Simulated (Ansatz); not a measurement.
**Strain response of TiCo2**

All numbers below come from DFT PBEsol, scalar-relativistic, plane waves, PAW in Ansatz 0.2.0. (420 eV cutoff, 10×10×10 k-mesh, Gaussian smearing of 0.10 eV, no spin polarisation)

Reference structure (relaxed):

```xyz
6
Lattice="0.0000 3.2763 3.2763 3.2763 0.0000 3.2763 3.2763 3.2763 0.0000" Properties=species:S:1:pos:R:3 pbc="T T T"
Ti    3.2763    3.2763    3.2763
Ti    4.9145    4.9145    4.9145
Co    0.8191    0.8191    0.8191
Co    0.8191    2.4572    2.4572
Co    2.4572    2.4572    0.8191
Co    2.4572    0.8191    2.4572
```

Deformation: all cell vectors scaled alike, the atoms relaxed, all within the symmetry that the strain leaves. Energies are extrapolated to zero smearing.

```
strain (%)  ΔE (meV/atom) a (Å) b (Å) c (Å)
      -3.0           75.7  4.494  4.494  4.494
      -2.0           32.4  4.541  4.541  4.541
      -1.0            7.8  4.587  4.587  4.587
      +0.0            0.0  4.633  4.633  4.633
      +1.0            7.5  4.680  4.680  4.680
      +2.0           28.7  4.726  4.726  4.726
      +3.0           62.3  4.772  4.772  4.772
```

Problem. What stiffness (1/V) d²E/dε² at zero strain does a cubic fit over all points give?

Solution. A cubic fit gives (1/V) d²E/dε² = 2097 GPa at zero strain (nine times the bulk modulus at fixed shape).

Cost: 7 runs of about 2.2 core-minutes in all, on AMD EPYC 7R43 (Zen 3) (shared hosts).